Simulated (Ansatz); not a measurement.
BaTe, CsCl type, relaxed with r2SCAN, was run in Ansatz under altered settings. All numbers are computed, without spin polarisation but where a row says otherwise.

```xyz
2
Lattice="4.2448 0.0000 0.0000 0.0000 4.2448 0.0000 0.0000 0.0000 4.2448" Properties=species:S:1:pos:R:3 pbc="T T T"
Ba    0.0000    0.0000    0.0000
Te    2.1224    2.1224    2.1224
```

The base run's other keys:
```yaml
kpoints:
  mp_grid: { grid: [4, 4, 4] }
hamiltonian:
  xc: hse06
scf:
  occupations: { method: fixed }
  n_extra_bands: 4
```

It takes 14 iterations with 1503 plane waves at 420 eV and 10 k points, and leaves a mean stress of -0.32 GPa. The gap over this mesh is 1.506 eV.

Outcomes, with energy and stress as changes against the base:
```
                                    setting            outcome  ΔF (meV/atom)  Δ mean stress (GPa)  gap on the mesh (eV)  iterations
  PBE hybrid, exx coeff 0.15, omega 0.5 1/Å          converged              –                 +0.3                 1.000          12
   PBE hybrid, exx coeff 0.5, omega 0.3 1/Å          converged              –                 -0.3                 1.867          16
      PBE hybrid, exx coeff 0.5, unscreened          converged              –                 -0.4                 3.555          16
PBE hybrid, exx coeff 0.3, omega 0.2078 1/Å          converged              –                 -0.1                 1.646          14
     scf.occupations: methfessel_paxton 0.5          converged           +0.6                  0.0                 1.506          17
            kpoints.mp_grid.grid: [1, 1, 8]  converged, warned          +1693                +10.8                 1.737          14
```
A dash marks a value that wasn't obtained or can't be compared. Stress is positive in compression. Its mean hides that meshes of lower symmetry stress the axes unequally.

- PBE hybrid, exx coeff 0.15, omega 0.5 1/Å. That is 15 % exact exchange, screened with ω = 0.5 1/Å, against HSE06's 25 % screened at 0.208 1/Å. The mean stress moves by +0.3 GPa and the gap on the mesh by -0.507 eV (to 1.000). Totals of different functionals aren't comparable.
- PBE hybrid, exx coeff 0.5, omega 0.3 1/Å. That is 50 % exact exchange, screened with ω = 0.3 1/Å, against HSE06's 25 % screened at 0.208 1/Å. The mean stress moves by -0.3 GPa and the gap on the mesh by +0.360 eV (to 1.867). Totals of different functionals aren't comparable.
- PBE hybrid, exx coeff 0.5, unscreened. That is 50 % exact exchange, at all ranges, against HSE06's 25 % screened at 0.208 1/Å. The mean stress moves by -0.4 GPa and the gap on the mesh by +2.048 eV (to 3.555). Totals of different functionals aren't comparable.
- kpoints.mp_grid.grid: [1, 1, 8]. The free energy moves by +1693 meV an atom, the mean stress by +10.8 GPa and the gap on the mesh by +0.231 eV (to 1.737). The mesh breaks the crystal's symmetry, so the stress, and any force that symmetry no longer fixes, lose it too. The gap changes mostly because other points are sampled; a mesh that misses a band edge overestimates it. The mesh is too coarse. Warned: symmetry narrowed by mesh.

Within 1 meV an atom, 0.1 GPa and 0.005 eV of the base stay: scf.occupations: methfessel_paxton 0.5.

Spin-orbit coupling is left out, which matters wherever the heavy atoms make up the band edges.

The program warns that its thresholds are loose for a hybrid's stress.

The meshes of the hybrids are coarse, so their gaps aren't converged to the digits shown.
